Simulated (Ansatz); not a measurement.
Ir:

```xyz
2
Lattice="2.7514 0.0000 0.0000 -1.3757 2.3828 0.0000 0.0000 0.0000 4.4623" Properties=species:S:1:pos:R:3 pbc="T T T"
Ir    0.0000    1.5885    1.1156
Ir    1.3757    0.7943    3.3467
```

This isn't the form of Ir at room conditions, which is fcc.

```yaml
Program: Ansatz 0.2.0
Task: relaxation of cell and atoms
Functional: PBE
Dispersion: D3(BJ)-ATM
Potentials_or_basis: Ansatz PAW
Cutoff: "420 eV (not typed: the program's choice for these potentials)"
k_mesh: 11 × 11 × 6
Occupations: fermi-dirac, width 0.05 eV
Spin: no spin polarisation
```

At the start: volume 14.63 Å³/atom.

Q: How do energy, volume and symmetry change on relaxing?

A: It ends after 4 steps and the volume is 14.32 Å³/atom (-2.1 %); space group P6_3/mmc (No. 194, to 0.05 Å).

The path:
```csv
step,energy change (eV),largest force (eV/Å),volume (Å³)
1,0.0000,0.0000,29.25
2,-0.0146,0.0000,28.69
3,-0.0148,0.0000,28.64
4,-0.0144,0.0000,28.64
```

Final structure:
```
Ir
1.0
     2.73255    0.00000    0.00000
    -1.36627    2.36646    0.00000
     0.00000    0.00000    4.42876
Ir
2
Direct
  0.33333 0.66667 0.25000
  0.66667 0.33333 0.75000
```

Caveat: the plane-wave basis is chosen anew once the cell has moved, so the energies of steps on either side of that aren't comparable; pairwise dispersion overbinds metals, which lowers pressure and volume.
